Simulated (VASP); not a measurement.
# CoSi2 (Fm-3m) in VASP: further runs, part 2 of 2

VASP 6.6.1. The steps go on from the part before.

### Step 3. Electrostatic potential, PBE+D3(BJ)

This run uses another cell than the first one, of 12.42 Å³/atom, 0.990 times its volume.

The input, INCAR:

```
SYSTEM = CoSi2
PREC = Accurate
ENCUT = 520
EDIFF = 1E-6
ISMEAR = 1
SIGMA = 0.1
LREAL = .False.
LASPH = .True.
NELM = 120
ALGO = Normal
ISIF = 2
LWAVE = .False.
LCHARG = .True.
GGA = PE
IVDW = 12
LVHAR = .True.
```

The input, KPOINTS:

```
regular mesh
0
Gamma
  14 14 14
  0 0 0
```

The input, POSCAR:

```
CoSi2                                   
1.0
   -0.0000000000      2.6510976320      2.6510976320
    2.6510976320     -0.0000000000      2.6510976320
    2.6510976320      2.6510976320     -0.0000000000
  Co              Si            
     1     2
Direct
     0.0000000000000000    0.0000000000000000    0.0000000000000000
     0.2500000000000000    0.2500000000000000    0.2500000000000000
     0.7500000000000000    0.7500000000000000    0.7500000000000000
```

Potentials or basis: VASP PAW PBE potentials, release 64 (Co, Si).

Command:

```
> cat potpaw_PBE.64/Co/POTCAR potpaw_PBE.64/Si/POTCAR > POTCAR
> mpirun -np 1 vasp_std > vasp.out
```

OUTCAR:

```text
SYSTEM = CoSi2
   PREC = Accurate
   ENCUT = 520
   EDIFF = 1E-6
   ISMEAR = 1
   LREAL = .False.
   LASPH = .True.
   NELM = 120
   ISIF = 2
   GGA = PE
   IVDW = 12
 IVDW          = 12

 ion  position               nearest neighbor table
   1  0.000  0.000  0.000-   3 2.30   3 2.30   3 2.30   2 2.30   3 2.30   2 2.30   2 2.30   2 2.30

   2  0.250  0.250  0.250-   1 2.30   1 2.30   1 2.30   1 2.30   3 2.65   3 2.65   3 2.65   3 2.65
                             3 2.65   3 2.65
   3  0.750  0.750  0.750-   1 2.30   1 2.30   1 2.30   1 2.30   2 2.65   2 2.65   2 2.65   2 2.65
                             2 2.65   2 2.65

  LATTYP: Found a face centered cubic cell.
 ALAT       =     5.3021952640

  Lattice vectors:

 A1 = (   0.0000000000,   2.6510976320,   2.6510976320)
 A2 = (   2.6510976320,   0.0000000000,   2.6510976320)
 A3 = (   2.6510976320,   2.6510976320,   0.0000000000)

Analysis of symmetry for initial positions (statically):
=====================================================================
 Subroutine PRICEL returns:
 Original cell was already a primitive cell.

 Routine SETGRP: Setting up the symmetry group for a
 face centered cubic supercell.

 Subroutine GETGRP returns: Found 48 space group operations
[... 187 lines left out ...]
     11      14.0366      0.00000
     12      14.0366      0.00000
[... 331 lines left out ...]
 k-point    24 :       0.2857    0.1429    0.0000
  band No.  band energies     occupation
      1      -1.7077      2.00000
      2       4.5551      2.00000
      3       6.4369      2.00000
      4       6.5103      2.00000
      5       7.6570      2.00000
      6       8.6851      2.00000
      7       9.5822      2.00000
      8      10.6114      0.01675
      9      11.2846     -0.00000
     10      12.5788      0.00000
     11      14.7170      0.00000
     12      15.5400      0.00000

 [... further k-points ...]

------------------------ aborting loop because EDIFF is reached ----------------------------------------

 Edisp (eV)   -1.36848

 E8    (eV) :    -0.5762

  FORCE on cell =-STRESS in cart. coord.  units (eV):
  Direction    XX          YY          ZZ          XY          YZ          ZX
  --------------------------------------------------------------------------------------
  -------------------------------------------------------------------------------------
  Total       0.00692     0.00692     0.00692     0.00000     0.00000    -0.00000
  in kB       0.29755     0.29755     0.29755     0.00000     0.00000    -0.00000
  external pressure =        0.30 kB  Pullay stress =        0.00 kB

 VOLUME and BASIS-vectors are now :
 -----------------------------------------------------------------------------
  energy-cutoff  :      520.00
  volume of cell :       37.27
      direct lattice vectors                 reciprocal lattice vectors
     0.000000000  2.651097632  2.651097632    -0.188601127  0.188601127  0.188601127
     2.651097632  0.000000000  2.651097632     0.188601127 -0.188601127  0.188601127
     2.651097632  2.651097632  0.000000000     0.188601127  0.188601127 -0.188601127

 POSITION                                       TOTAL-FORCE (eV/Angst)
 -----------------------------------------------------------------------------------
      0.00000      0.00000      0.00000         0.000000      0.000000     -0.000000
      1.32555      1.32555      1.32555        -0.000000      0.000000      0.000000
      3.97665      3.97665      3.97665         0.000000     -0.000000     -0.000000
 -----------------------------------------------------------------------------------
    total drift:                               -0.000000     -0.000000      0.000000

  FREE ENERGIE OF THE ION-ELECTRON SYSTEM (eV)
  ---------------------------------------------------
  free  energy   TOTEN  =       -20.6411368100 eV

  energy  without entropy=      -20.6404314148  energy(sigma->0) =      -20.64090168
```

OSZICAR:

```text
N       E                     dE             d eps       ncg     rms          rms(c)
DAV:   1     0.725727586312E+02    0.72573E+02   -0.70942E+03  2496   0.137E+03
DAV:   2    -0.162779188447E+02   -0.88851E+02   -0.82977E+02  2524   0.260E+02
DAV:   3    -0.205759947058E+02   -0.42981E+01   -0.41110E+01  3180   0.657E+01
DAV:   4    -0.206796276500E+02   -0.10363E+00   -0.10324E+00  3052   0.977E+00
DAV:   5    -0.206827598138E+02   -0.31322E-02   -0.31310E-02  3356   0.173E+00    0.147E+01
DAV:   6    -0.239682207135E+02   -0.32855E+01   -0.38805E+01  3140   0.135E+02    0.170E+01
DAV:   7    -0.192888663427E+02    0.46794E+01   -0.16640E+01  3292   0.107E+02    0.367E+00
DAV:   8    -0.193052877085E+02   -0.16421E-01   -0.96197E-01  2912   0.813E+00    0.183E+00
DAV:   9    -0.192725717447E+02    0.32716E-01   -0.99686E-02  3244   0.680E+00    0.436E-01
DAV:  10    -0.192726810588E+02   -0.10931E-03   -0.58218E-03  3068   0.855E-01    0.600E-02
DAV:  11    -0.192726389814E+02    0.42077E-04   -0.30731E-04  3760   0.307E-01    0.374E-02
DAV:  12    -0.192726574868E+02   -0.18505E-04   -0.44370E-05  2644   0.641E-02    0.234E-02
DAV:  13    -0.192726579760E+02   -0.48921E-06   -0.21078E-06  2852   0.134E-02
   1 F= -.20641137E+02 E0= -.20640902E+02  d E =-.705395E-03
```

Wall time 30 s (1 thread of Intel Xeon Platinum 8375C at 2.90GHz (Ice Lake), shared host); peak memory 0.2 GiB.

What came out:

```
Free energy                : -20.6411 eV
Pressure                   : 0.0 GPa
Band gap on the k mesh     : none (metal or under the smearing width)
Dispersion energy per atom : -0.456 eV
```

Caveat: pairwise dispersion overbinds metals, which lowers pressure and volume. Spin polarisation is off, so any magnetic state and its effect on volume and gap are missing.

### Step 4. Relaxation of cell and atoms, PBE+D3(BJ)

The input, INCAR:

```
ALGO = Fast
EDIFF = 1E-7
EDIFFG = -0.005
ENCUT = 600
GGA = PE
IBRION = 2
ISIF = 3
ISMEAR = 1
IVDW = 12
LASPH = True
LCHARG = False
LREAL = False
LWAVE = False
NELM = 120
NSW = 40
PREC = Accurate
SIGMA = 0.1
```

The input, KPOINTS:

```
k-points
0
Gamma
  14 14 14
```

The input, POSCAR:

```
CoSi2
1.0
    0.0000000000      2.6600000000      2.6600000000
    2.6600000000      0.0000000000      2.6600000000
    2.6600000000      2.6600000000      0.0000000000
Co Si
1 2
Direct
    0.0000000000      0.0000000000      0.0000000000
    0.2500000000      0.2500000000      0.2500000000
    0.7500000000      0.7500000000      0.7500000000
```

Command:

```
> cat potpaw_PBE.64/Co/POTCAR potpaw_PBE.64/Si/POTCAR > POTCAR
> mpirun -np 1 vasp_std > vasp.out
```

It took 2.3 min on 1 thread of Intel Xeon 6975P-C (Granite Rapids), shared host; peak memory 0.23 GiB.

The run converged. Its results:

| Property | Result |
| --- | --- |
| Free energy | -20.6412 eV |
| Relaxed volume | 12.42 Å³/atom |
| Relaxed cell | a = 3.749 Å, b = 3.749 Å, c = 3.749 Å, α = 60.00°, β = 60.00°, γ = 60.00° |
| Space group after relaxing (to 0.05 Å) | Fm-3m (No. 225) |
| Energy gained by relaxing | 0.8 meV/atom |
| Ionic steps | 3 |
| Pressure after relaxing | 0.1 GPa |
| Band gap on the k mesh | none (metal or under the smearing width) |
| Dispersion energy per atom | -0.456 eV |

The path:
```csv
step,energy change (eV),largest force (eV/Å),pressure (GPa),volume (Å³)
1,0.0000,0.0000,-2.00,37.64
2,0.0014,0.0000,2.57,36.79
3,-0.0023,0.0000,0.06,37.27
```

Final structure:
```
CELL_PARAMETERS angstrom
0.00000 2.65115 2.65115
2.65115 0.00000 2.65115
2.65115 2.65115 0.00000
ATOMIC_POSITIONS crystal
Co 0.00000 0.00000 0.00000
Si 0.25000 0.25000 0.25000
Si 0.75000 0.75000 0.75000
```

Levels at points of the mesh, in eV from the Fermi level:
| k point | band 7 | band 8 | band 9 | band 10 | band 11 | band 12 |
| --- | --- | --- | --- | --- | --- | --- |
| (0.00, 0.00, 0.00) | 1.04 | 3.43 | 3.43 | 3.43 | 3.51 | 3.51 |
| (0.50, 0.00, 0.00) | -1.73 | -0.51 | -0.51 | 2.77 | 3.48 | 3.48 |
| (0.50, 0.50, 0.00) | -2.06 | -2.02 | -1.43 | 1.67 | 2.92 | 8.56 |

Caveat: pairwise dispersion overbinds metals, which lowers pressure and volume. Spin polarisation is off, so any magnetic state and its effect on volume and gap are missing.

### Step 5. Electrostatic potential, PBE+D3(BJ)

This run uses another cell than the first one, of 12.42 Å³/atom, 0.990 times its volume.

The input, INCAR:

```
SYSTEM = CoSi2
  ALGO = Fast
  EDIFF = 1E-7
  ENCUT = 520
  GGA = PE
  ISIF = 2
  ISMEAR = 1
  IVDW = 12
  LASPH = .True.
  LCHARG = .True.
  LREAL = .False.
  LVHAR = .True.
  LWAVE = .False.
  NELM = 100
  PREC = Accurate
  SIGMA = 0.1
```

The input, KPOINTS:

```
k-points
0
Gamma
  14 14 14
  0 0 0
```

The input, POSCAR:

```
CoSi2                                   
1.0
   -0.0000000000      2.6511463724      2.6511463724
    2.6511463724      0.0000000000      2.6511463724
    2.6511463724      2.6511463724      0.0000000000
  Co              Si            
     1     2
Direct
     0.0000000000000000    0.0000000000000000    0.0000000000000000
     0.2500000000000000    0.2500000000000000    0.2500000000000000
     0.7500000000000000    0.7500000000000000    0.7500000000000000
```

Command:

```
> cat potpaw_PBE.64/Co/POTCAR potpaw_PBE.64/Si/POTCAR > POTCAR
> mpirun -np 1 vasp_std > vasp.out
```

Run time: 46 s. Hardware: 1 thread of Intel Xeon 6975P-C (Granite Rapids), shared host; peak memory 0.2 GiB.

It converged, with:

```yaml
Free_energy: -20.6411 eV
Pressure: -0.3 GPa
Band_gap_on_the_k_mesh: none (metal or under the smearing width)
Dispersion_energy_per_atom: -0.456 eV
```

Levels at points of the mesh, in eV from the Fermi level:
```csv
k point,band 6,band 7,band 8,band 9,band 10,band 11,band 12
"(0.00, 0.00, 0.00)",-2.03,1.04,3.43,3.43,3.43,3.51,3.51
"(0.50, 0.00, 0.00)",-1.73,-1.73,-0.51,-0.51,2.77,3.48,3.48
"(0.50, 0.50, 0.00)",-2.06,-2.06,-2.02,-1.43,1.67,2.92,8.56
```

Caveat: pairwise dispersion overbinds metals, which lowers pressure and volume.
